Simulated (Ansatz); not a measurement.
**Zr: elastic constants from stress and strain**

```yaml
crystal:
  lattice:
    - [-1.81000, 1.81000, 1.81000]
    - [1.81000, -1.81000, 1.81000]
    - [1.81000, 1.81000, -1.81000]
  atoms:
    - { symbol: Zr, position: [0.00000, 0.00000, 0.00000] }
```

Conventional cell: a = 3.620 Å, b = 3.620 Å, c = 3.620 Å, α = 90.00°, β = 90.00°, γ = 90.00°. Zr (atom 1) has 8 Zr at 3.14 Å as nearest neighbours.

The cell comes from COD entry 9008559, which wasn't checked; take it as a given geometry.

Computed with DFT, PBEsol, all-electron LAPW, scalar-relativistic (Ansatz 0.2.0).

Numerical set-up: a Γ-centred 14×14×14 k mesh, Fermi–Dirac smearing of 0.08 eV, basis error target 0.5 meV/atom, no spin polarisation.

The unstrained cell is at -6.67 GPa. Large strains and very small stresses are left out. Each strain is applied once, with fractional coordinates held (clamped ions), and σ below is the change of stress, positive in tension. One finite strain gives stress–strain coefficients at this pressure with an error of the order of the strain times third-order constants, a few per cent for each per cent of strain. In a metal the k mesh adds noise of tens of per cent to soft shears.

**Question.** Estimate the stiffness probed by this change, and the stress that it gives: equal xy, yz and zx engineering shear strains of -1 %.

**Answer.** σxy = -0.26 GPa and γxy = 2εxy = -0.0100, so C44 (clamped ions) = σxy/γxy = 26 GPa.

**Question.** With equal xy, yz and zx engineering shear strains of +1 %, the run gives σxy = 0.29 GPa and γxy = 2εxy = 0.0100. Which stiffness follows?

**Answer.** C44 (clamped ions) = σxy/γxy = 29 GPa.

**Question.** The two estimates of C44 (clamped ions) differ. Why, and which value is best?

**Answer.** Finite strains add third-order terms, and in a metal the k mesh adds noise; two strains on one mesh can't tell these apart, so neither value is shown to be the better.
